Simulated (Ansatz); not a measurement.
Input, command and steps of an Ansatz relaxation.

```yaml
crystal:
  lattice:
    - [-6.6192623106, 6.6192623106, 6.6192623106]
    - [6.6192623106, -6.6192623106, 6.6192623106]
    - [6.6192623106, 6.6192623106, -6.6192623106]
  atoms:
    - { symbol: Cd, position: [0.0, 0.25, 0.75] }
    - { symbol: Cd, position: [0.0, 0.5, 0.5] }
    - { symbol: Cd, position: [0.0, 0.75, 0.25] }
    - { symbol: Cd, position: [0.25, 0.0, 0.75] }
    - { symbol: Cd, position: [0.0, 0.0, 0.0] }
    - { symbol: Cd, position: [0.25, 0.25, 0.5] }
    - { symbol: Cd, position: [0.25, 0.5, 0.25] }
    - { symbol: Cd, position: [0.5, 0.75, 0.75] }
    - { symbol: Cd, position: [0.25, 0.75, 0.0] }
    - { symbol: Cd, position: [0.5, 0.0, 0.5] }
    - { symbol: Cd, position: [0.5, 0.25, 0.25] }
    - { symbol: Cd, position: [0.75, 0.5, 0.75] }
    - { symbol: Cd, position: [0.5, 0.5, 0.0] }
    - { symbol: Cd, position: [0.75, 0.75, 0.5] }
    - { symbol: Cd, position: [0.75, 0.0, 0.25] }
    - { symbol: Cd, position: [0.75, 0.25, 0.0] }
    - { symbol: Te, position: [0.25, 0.5, 0.0] }
    - { symbol: Te, position: [0.25, 0.75, 0.75] }
    - { symbol: Te, position: [0.25, 0.0, 0.5] }
    - { symbol: Te, position: [0.5, 0.25, 0.0] }
    - { symbol: Te, position: [0.25, 0.25, 0.25] }
    - { symbol: Te, position: [0.5, 0.5, 0.75] }
    - { symbol: Te, position: [0.5, 0.75, 0.5] }
    - { symbol: Te, position: [0.75, 0.0, 0.0] }
    - { symbol: Te, position: [0.5, 0.0, 0.25] }
    - { symbol: Te, position: [0.75, 0.25, 0.75] }
    - { symbol: Te, position: [0.75, 0.5, 0.5] }
    - { symbol: Te, position: [0.0, 0.75, 0.0] }
    - { symbol: Te, position: [0.75, 0.75, 0.25] }
    - { symbol: Te, position: [0.0, 0.0, 0.75] }
    - { symbol: Te, position: [0.0, 0.25, 0.5] }
    - { symbol: Te, position: [0.0, 0.5, 0.25] }
    - { symbol: Cd, position: [0.75, 0.75, 0.75] }
  host:
    lattice:
      - [0.0, 3.3096311553, 3.3096311553]
      - [3.3096311553, 0.0, 3.3096311553]
      - [3.3096311553, 3.3096311553, 0.0]
    atoms:
      - { symbol: Cd, position: [0.0, 0.0, 0.0] }
      - { symbol: Te, position: [0.25, 0.25, 0.25] }
basis:
  ecutwfc: 420
  xc_grid: 2
kpoints:
  mp_grid: { grid: [2, 2, 2], shift: [0.5, 0.5, 0.5] }
hamiltonian:
  xc: pbe
scf:
  occupations: { method: gaussian, width: 0.01 }
output:
  forces: true
  stress: false
  eigenvalues: true
  charged_corrections:
    defect_position: [0.75, 0.75, 0.75]
    epsilon: [[12.6022, 0.0, 0.0], [0.0, 12.6022, 0.0], [0.0, 0.0, 12.6022]]
  write_density: true
  write_potential: true
  elf: true
  volumetric_format: npy
relax:
  adjacent_minimum: "off"
  f_tol: 0.025
  max_steps: 45
```

```bash
ansatz run input.yaml --threads 4 --pin off --max-ram 10240MiB --backend cpu --events-out ev --progress --plain --runs-dir out
```

The calculation used DFT PBE, scalar-relativistic, plane waves, PAW in Ansatz 0.2.0.

The cell holds a point defect: Cd interstitial, neutral.

Of 4 frames 3 are shown, positions in Å and forces in eV/Å; the SCF threshold varies from step to step.

```xyz
33
Lattice="-6.6193 6.6193 6.6193 6.6193 -6.6193 6.6193 6.6193 6.6193 -6.6193" Properties=species:S:1:pos:R:3:forces:R:3 pbc="T T T" step=1 free_energy_over_end_meV_per_atom=8.01
Cd    6.6193    3.3096   -3.3096   -0.0179    0.0179    0.0848
Cd    6.6193    0.0000    0.0000   -0.0848   -0.0179   -0.0179
Cd    6.6193   -3.3096    3.3096   -0.0179    0.0848    0.0179
Cd    3.3096    6.6193   -3.3096    0.0179   -0.0179    0.0848
Cd    0.0000    0.0000    0.0000    0.3217    0.3217    0.3217
Cd    3.3096    3.3096    0.0000    0.0179    0.0179   -0.0848
Cd    3.3096    0.0000    3.3096    0.0179   -0.0848    0.0179
Cd    6.6193    3.3096    3.3096    0.3217   -0.3217   -0.3217
Cd    3.3096   -3.3096    6.6193    0.0179    0.0848   -0.0179
Cd    0.0000    6.6193    0.0000   -0.0179   -0.0848   -0.0179
Cd    0.0000    3.3096    3.3096   -0.0848    0.0179    0.0179
Cd    3.3096    6.6193    3.3096   -0.3217    0.3217   -0.3217
Cd    0.0000    0.0000    6.6193   -0.0179   -0.0179   -0.0848
Cd    3.3096    3.3096    6.6193   -0.3217   -0.3217    0.3217
Cd   -3.3096    6.6193    3.3096    0.0848   -0.0179    0.0179
Cd   -3.3096    3.3096    6.6193    0.0848    0.0179   -0.0179
Te    1.6548   -1.6548    4.9644    0.0000    0.0000    0.0000
Te    8.2741    1.6548    1.6548   -0.0317    0.0317    0.0317
Te    1.6548    4.9644   -1.6548    0.0000    0.0000    0.0000
Te   -1.6548    1.6548    4.9644    0.0000    0.0000    0.0000
Te    1.6548    1.6548    1.6548   -0.0317   -0.0317   -0.0317
Te    4.9644    4.9644    1.6548    0.0000    0.0000   -0.5582
Te    4.9644    1.6548    4.9644    0.0000   -0.5582    0.0000
Te   -4.9644    4.9644    4.9644    0.5582    0.0000    0.0000
Te   -1.6548    4.9644    1.6548    0.0000    0.0000    0.0000
Te    1.6548    8.2741    1.6548    0.0317   -0.0317    0.0317
Te    1.6548    4.9644    4.9644   -0.5582    0.0000    0.0000
Te    4.9644   -4.9644    4.9644    0.0000    0.5582    0.0000
Te    1.6548    1.6548    8.2741    0.0317    0.0317   -0.0317
Te    4.9644    4.9644   -4.9644    0.0000    0.0000    0.5582
Te    4.9644    1.6548   -1.6548    0.0000    0.0000    0.0000
Te    4.9644   -1.6548    1.6548    0.0000    0.0000    0.0000
Cd    4.9644    4.9644    4.9644    0.0000    0.0000    0.0000
33
Lattice="-6.6193 6.6193 6.6193 6.6193 -6.6193 6.6193 6.6193 6.6193 -6.6193" Properties=species:S:1:pos:R:3:forces:R:3 pbc="T T T" step=2 free_energy_over_end_meV_per_atom=5.21
Cd    6.6424    3.2865   -3.2295    0.0022   -0.0022   -0.0555
Cd    6.5392    0.0232    0.0232    0.0555    0.0022    0.0022
Cd    6.6424   -3.2295    3.2865    0.0022   -0.0555   -0.0022
Cd    3.2865    6.6424   -3.2295   -0.0022    0.0022   -0.0555
Cd    0.0695    0.0695    0.0695   -0.1689   -0.1689   -0.1689
Cd    3.2865    3.2865   -0.0801   -0.0022   -0.0022    0.0555
Cd    3.2865   -0.0801    3.2865   -0.0022    0.0555   -0.0022
Cd    6.6887    3.2402    3.2402   -0.1689    0.1689    0.1689
Cd    3.2865   -3.2295    6.6424   -0.0022   -0.0555    0.0022
Cd    0.0232    6.5392    0.0232    0.0022    0.0555    0.0022
Cd   -0.0801    3.2865    3.2865    0.0555   -0.0022   -0.0022
Cd    3.2402    6.6887    3.2402    0.1689   -0.1689    0.1689
Cd    0.0232    0.0232    6.5392    0.0022    0.0022    0.0555
Cd    3.2402    3.2402    6.6887    0.1689    0.1689   -0.1689
Cd   -3.2295    6.6424    3.2865   -0.0555    0.0022   -0.0022
Cd   -3.2295    3.2865    6.6424   -0.0555   -0.0022    0.0022
Te    1.6548   -1.6548    4.9644    0.0000    0.0000    0.0000
Te    8.3043    1.6246    1.6246    0.0404   -0.0404   -0.0404
Te    1.6548    4.9644   -1.6548    0.0000    0.0000    0.0000
Te   -1.6548    1.6548    4.9644    0.0000    0.0000    0.0000
Te    1.6850    1.6850    1.6850    0.0404    0.0404    0.0404
Te    4.9644    4.9644    1.4549    0.0000    0.0000    0.4436
Te    4.9644    1.4549    4.9644    0.0000    0.4436    0.0000
Te   -4.7645    4.9644    4.9644   -0.4436    0.0000    0.0000
Te   -1.6548    4.9644    1.6548    0.0000    0.0000    0.0000
Te    1.6246    8.3043    1.6246   -0.0404    0.0404   -0.0404
Te    1.4549    4.9644    4.9644    0.4436    0.0000    0.0000
Te    4.9644   -4.7645    4.9644    0.0000   -0.4436    0.0000
Te    1.6246    1.6246    8.3043   -0.0404   -0.0404    0.0404
Te    4.9644    4.9644   -4.7645    0.0000    0.0000   -0.4436
Te    4.9644    1.6548   -1.6548    0.0000    0.0000    0.0000
Te    4.9644   -1.6548    1.6548    0.0000    0.0000    0.0000
Cd    4.9644    4.9644    4.9644    0.0000    0.0000    0.0000
33
Lattice="-6.6193 6.6193 6.6193 6.6193 -6.6193 6.6193 6.6193 6.6193 -6.6193" Properties=species:S:1:pos:R:3:forces:R:3 pbc="T T T" step=4 free_energy_over_end_meV_per_atom=0.00
Cd    6.6248    3.3041   -3.2659   -0.0099    0.0099    0.0066
Cd    6.5756    0.0055    0.0055   -0.0066   -0.0099   -0.0099
Cd    6.6248   -3.2659    3.3041   -0.0099    0.0066    0.0099
Cd    3.3041    6.6248   -3.2659    0.0099   -0.0099    0.0066
Cd    0.0529    0.0529    0.0529   -0.0020   -0.0020   -0.0020
Cd    3.3041    3.3041   -0.0437    0.0099    0.0099   -0.0066
Cd    3.3041   -0.0437    3.3041    0.0099   -0.0066    0.0099
Cd    6.6722    3.2567    3.2567   -0.0020    0.0020    0.0020
Cd    3.3041   -3.2659    6.6248    0.0099    0.0066   -0.0099
Cd    0.0055    6.5756    0.0055   -0.0099   -0.0066   -0.0099
Cd   -0.0437    3.3041    3.3041   -0.0066    0.0099    0.0099
Cd    3.2567    6.6722    3.2567    0.0020   -0.0020    0.0020
Cd    0.0055    0.0055    6.5756   -0.0099   -0.0099   -0.0066
Cd    3.2567    3.2567    6.6722    0.0020    0.0020   -0.0020
Cd   -3.2659    6.6248    3.3041    0.0066   -0.0099    0.0099
Cd   -3.2659    3.3041    6.6248    0.0066    0.0099   -0.0099
Te    1.6548   -1.6548    4.9644    0.0000    0.0000    0.0000
Te    8.3033    1.6256    1.6256   -0.0163    0.0163    0.0163
Te    1.6548    4.9644   -1.6548    0.0000    0.0000    0.0000
Te   -1.6548    1.6548    4.9644    0.0000    0.0000    0.0000
Te    1.6840    1.6840    1.6840   -0.0163   -0.0163   -0.0163
Te    4.9644    4.9644    1.5586    0.0000    0.0000    0.0044
Te    4.9644    1.5586    4.9644    0.0000    0.0044    0.0000
Te   -4.8683    4.9644    4.9644   -0.0044    0.0000    0.0000
Te   -1.6548    4.9644    1.6548    0.0000    0.0000    0.0000
Te    1.6256    8.3033    1.6256    0.0163   -0.0163    0.0163
Te    1.5586    4.9644    4.9644    0.0044    0.0000    0.0000
Te    4.9644   -4.8683    4.9644    0.0000   -0.0044    0.0000
Te    1.6256    1.6256    8.3033    0.0163    0.0163   -0.0163
Te    4.9644    4.9644   -4.8683    0.0000    0.0000   -0.0044
Te    4.9644    1.6548   -1.6548    0.0000    0.0000    0.0000
Te    4.9644   -1.6548    1.6548    0.0000    0.0000    0.0000
Cd    4.9644    4.9644    4.9644    0.0000    0.0000    0.0000
```

It took 2 min on 4 threads of Intel(R) Xeon(R) Platinum 8259CL CPU @ 2.50GHz (Skylake/Cascade Lake) (shared host), peak memory 3.9 GiB.